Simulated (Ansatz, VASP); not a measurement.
Given: the input of a run of Ansatz 0.2.0 on PtS2. 

The input input.yaml:

```yaml
crystal:
  lattice:
    - [3.5432, 0.0, 0.0]
    - [-1.7716, 3.0685012107, 0.0]
    - [0.0, 0.0, 5.0388]
  atoms:
    - { symbol: Pt, position: [0.0, 0.0, 0.0] }
    - { symbol: S, position: [0.6666666667, 0.3333333333, 0.773] }
    - { symbol: S, position: [0.3333333333, 0.6666666667, 0.227] }
hamiltonian:
  xc: revpbe
  pseudopotentials: { kind: paw }
  dispersion: d4
kpoints:
  mp_grid: { grid: [9, 9, 5] }
scf:
  occupations: { method: fermi_dirac, width: 0.05 }
output:
  forces: true
  stress: true
  eigenvalues: true
relax:
  f_tol: 0.01
  max_steps: 40
  cell: { stress_tol: 0.05 }
```

Potentials or basis: Ansatz PAW.

Launch:

```console
$ ansatz run input.yaml --threads 1 --pin off --max-ram 3584MiB --backend cpu --events-out ev --progress --plain --runs-dir out
```

Task: What does the same run look like in VASP 6.6.1? Potentials or basis there: PBE PAW files Pt, S, 600 eV.

Result: As run (cutoffs and basis follow the program's own potentials, and thresholds, step limits or extra output files can differ):

INCAR

```
PREC = Accurate
ENCUT = 600
EDIFF = 1E-6
ISMEAR = -1
SIGMA = 0.05
LREAL = F
LASPH = T
NELM = 80
ALGO = Normal
ISIF = 3
LWAVE = F
LCHARG = F
GGA = RE
IVDW = 13
IBRION = 2
NSW = 60
EDIFFG = -0.01
```

File KPOINTS:

```
regular mesh
0
Gamma
  9 9 5
```

The input POSCAR:

```
PtS2
1.0
    3.5432000000      0.0000000000      0.0000000000
   -1.7716000000      3.0685012107      0.0000000000
    0.0000000000      0.0000000000      5.0388000000
Pt S
1 2
Direct
    0.0000000000      0.0000000000      0.0000000000
    0.6666666667      0.3333333333      0.7730000000
    0.3333333333      0.6666666667      0.2270000000
```

Potentials or basis: VASP PAW PBE potentials, release 64 (Pt, S).

Launch:

```bash
$ cat potpaw_PBE.64/Pt/POTCAR potpaw_PBE.64/S/POTCAR > POTCAR
$ mpirun -np 1 vasp_std > vasp.out
```

Both were run:

|  | Ansatz | VASP |
| --- | --- | --- |
| Relaxed volume | 16.55 Å³/atom | 16.50 Å³/atom |
| Relaxed cell | a = 3.574 Å, b = 3.574 Å, c = 4.488 Å, α = 90.00°, β = 90.00°, γ = 120.00° | a = 3.572 Å, b = 3.572 Å, c = 4.481 Å, α = 90.00°, β = 90.00°, γ = 120.00° |
| Space group after relaxing | P-3m1 (No. 164) | P-3m1 (No. 164) |
| Pressure after relaxing | 0.0 GPa | 0.0 GPa |

Ansatz's pressure holds a Pulay term of +0.04 GPa for its cutoff of 420 eV, which the other run lacks.

The potentials hold 30 and 22 valence electrons a cell.

Ansatz's potentials were made for PBE. VASP's potentials were made for PBE.

Where Ansatz's input types no cutoff or centring, it takes its own default and a Γ-centred mesh.

Pressure is positive in compression.
